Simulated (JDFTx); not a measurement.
Runs of JDFTx 1.7.0 (patched build) on NaH. The structure is cubic, space group Fm-3m (No. 225). The conventional cell has a = 4.880 Å, b = 4.880 Å, c = 4.880 Å, α = 90.00°, β = 90.00°, γ = 90.00°. Around Na (site symmetry m-3m) lie 6 H at 2.44 Å. Around H (site symmetry m-3m) lie 6 Na at 2.44 Å. 

| task | level | potentials or basis | cutoff (eV) | smearing | further solve for the empty bands | gap on the mesh (eV) | pressure (GPa) | V0 of scaled cells (Å³/atom) | B0 (GPa) |
| --- | --- | --- | --- | --- | --- | --- | --- | --- | --- |
| equation of state | r2SCAN | SG15-PBE-1.2 with smoothed tails | 1088 | fermi-dirac 0.05 eV | - | - | - | 14.07 | 24 |
| single point | PBEsol | PseudoDojo-SR-PBEsol-0.4.1-standard with smoothed tails | 1197 | fermi-dirac 0.05 eV | yes | 3.83 | (a) | - | - |
| single point | LDA | PseudoDojo-SR-LDA-0.4.1-standard with smoothed tails | 1197 | gaussian 0.1 eV | yes | (b) | -2.6 | - | - |
| equation of state | PBEsol | PseudoDojo-SR-PBEsol-0.4.1-standard with smoothed tails | 1197 | fermi-dirac 0.05 eV | - | - | - | 13.77 | 24 |

Alike in all rows: no spin polarisation; cell as given; k mesh 9 × 9 × 9.

Fill in the values left out.

(a) -1.2; (b) 3.67.

Caveats: an odd mesh through Γ misses points on the zone boundary, where band edges often lie (some runs); the potentials were made for another functional, which shifts forces and pressure (some runs).
